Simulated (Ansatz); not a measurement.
SiC: strain and displacement

```xyz
4
Lattice="3.0760 0.0000 0.0000 -1.5380 2.6639 0.0000 0.0000 0.0000 5.0480" Properties=species:S:1:pos:R:3 pbc="T T T"
Si    0.0000    1.7759    0.0000
Si    1.5380    0.8880    2.5240
C     0.0000    1.7759    1.9435
C     1.5380    0.8880    4.4675
```

Atom numbers follow the list: Si1, Si2, C3, C4.

The cell comes from COD entry 9008875, which wasn't checked; take it as a given geometry.

Theory: DFT, PBE, all-electron LAPW, scalar-relativistic (Ansatz 0.2.0).

Numerical set-up: a Γ-centred 15×15×8 k mesh, Fermi–Dirac smearing of 0.08 eV, basis error target 1 meV/atom, no spin polarisation.

The unchanged cell is at 3.71 GPa.

Semilocal functionals give too small gaps.

x, y and z are the Cartesian axes of the cell as listed; fractional coordinates follow a strain, and an engineering shear is twice the off-diagonal strain component.

Task: With this change (equal xy, yz and zx engineering shear strains of -2 %), what becomes of the energy and stress and forces and gap?

Result: Energy change +8 meV/atom; stress change (xx, yy, zz, yz, xz, xy) 0.17, 0.18, 0.09, 3.34, 3.34, 4.88 GPa, compression positive; change of the force on C4 (-0.371, -0.140, -0.018) eV/Å; gap on the k mesh 2.32 → 2.29 eV.

With equal xy, yz and zx engineering shear strains of +1 %: energy change +2 meV/atom; stress change (xx, yy, zz, yz, xz, xy) 0.04, 0.04, 0.02, -1.68, -1.68, -2.44 GPa, compression positive; change of the force on C4 (0.165, 0.056, -0.004) eV/Å; gap on the k mesh 2.32 → 2.32 eV.

Task: With this change (equal xy, yz and zx engineering shear strains of +3 %), what becomes of the energy and stress and forces and gap?

Result: Energy change +17 meV/atom; stress change (xx, yy, zz, yz, xz, xy) 0.35, 0.41, 0.20, -5.05, -5.06, -7.34 GPa, compression positive; change of the force on C4 (0.458, 0.140, -0.039) eV/Å; gap on the k mesh 2.32 → 2.25 eV.

Task: With this change (equal xy, yz and zx engineering shear strains of -3 %), what becomes of the energy and stress and forces and gap?

Result: Energy change +17 meV/atom; stress change (xx, yy, zz, yz, xz, xy) 0.39, 0.39, 0.20, 4.99, 5.00, 7.31 GPa, compression positive; change of the force on C4 (-0.580, -0.225, -0.041) eV/Å; gap on the k mesh 2.32 → 2.21 eV.

Task: With this change (equal xy, yz and zx engineering shear strains of -1 %), what becomes of the energy and stress and forces and gap?

Result: Energy change +2 meV/atom; stress change (xx, yy, zz, yz, xz, xy) 0.04, 0.04, 0.02, 1.67, 1.67, 2.44 GPa, compression positive; change of the force on C4 (-0.178, -0.065, -0.004) eV/Å; gap on the k mesh 2.32 → 2.32 eV.

Task: With this change (equal xy, yz and zx engineering shear strains of +2 %), what becomes of the energy and stress and forces and gap?

Result: Energy change +8 meV/atom; stress change (xx, yy, zz, yz, xz, xy) 0.16, 0.18, 0.09, -3.36, -3.37, -4.89 GPa, compression positive; change of the force on C4 (0.317, 0.103, -0.018) eV/Å; gap on the k mesh 2.32 → 2.30 eV.
